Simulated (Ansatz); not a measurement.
# Li: pressure against volume

An exercise on one series of results from a longer session: the logs are not shown, and one member is left open.

Program: Ansatz 0.2.0. Level of theory: DFT PBE, scalar-relativistic. These are calculated values, not measurements.

1 further run of the same task is left out (set aside as unsound or not needed).

## The system as given

The structure is cubic, space group Im-3m (No. 229). The conventional cell has a = 3.500 Å, b = 3.500 Å, c = 3.500 Å, α = 90.00°, β = 90.00°, γ = 90.00°. Li (site symmetry m-3m) is surrounded by 8 Li at 3.03 Å.

Coordinates:

```xyz
1
Lattice="-1.7500 1.7500 1.7500 1.7500 -1.7500 1.7500 1.7500 1.7500 -1.7500" Properties=species:S:1:pos:R:3 pbc="T T T"
Li    0.0000    0.0000    0.0000
```

The cell is a measured one (Crystallography Open Database entry 9011628); the temperature and pressure of the measurement aren't taken into account, and nothing was relaxed.

The first run:

The input, input.yaml:

```yaml
crystal:
  lattice:
    - [-1.726348452, 1.726348452, 1.726348452]
    - [1.726348452, -1.726348452, 1.726348452]
    - [1.726348452, 1.726348452, -1.726348452]
  atoms:
    - { symbol: Li, position: [0.0, 0.0, 0.0] }
kpoints:
  mp_grid: { grid: [13, 13, 13] }
scf:
  occupations: { method: fermi_dirac, width: 0.05 }
hamiltonian:
  xc: pbe
  pseudopotentials: { kind: all_electron, lapw: { basis_error: 0.00025 } }
output:
  forces: true
  stress: true
  eigenvalues: true
```

The run is started by

```sh
$ ansatz run input.yaml --threads 1 --pin off --max-ram 2048MiB --backend cpu --events-out ev --progress --plain --runs-dir out
```

Steps of the session up to this table: Volume × 0.96, LAPW; Volume × 0.96, PAW; Volume × 0.96, crystal datasets; Volume × 0.98, LAPW; Volume × 0.98, PAW; Volume × 1.02, LAPW; Volume × 1.02, PAW; Volume × 1.04, LAPW; Volume × 1.04, PAW; Volume × 1.04, crystal datasets.

One of the session's tables, all rows but one given; the rest of the session is left out.

It belongs to the step «The equation of state». 

| method | volume (Å³/atom) | pressure (GPa) |
| --- | --- | --- |
| LAPW | 20.580 | -0.23 |
| LAPW | 21.009 | -0.49 |
| LAPW | 21.438 | -0.73 |
| LAPW | 21.866 | -0.95 |
| LAPW | 22.295 | -1.15 |
| PAW | 20.580 | ? |
| PAW | 21.009 | -0.50 |
| PAW | 21.438 | -0.73 |
| PAW | 21.866 | -0.95 |
| PAW | 22.295 | -1.15 |
| crystal datasets | 20.580 | -0.23 |
| crystal datasets | 21.438 | -0.73 |
| crystal datasets | 22.295 | -1.15 |

**Question.** Estimate the row for PAW, 20.580.

As computed: pressure (GPa): -0.24. In the column «pressure (GPa)» it lies between LAPW, 21.009 (-0.49) and LAPW, 20.580 (-0.23).

To keep in mind: Warnings in the runs' records: crystal datasets made.
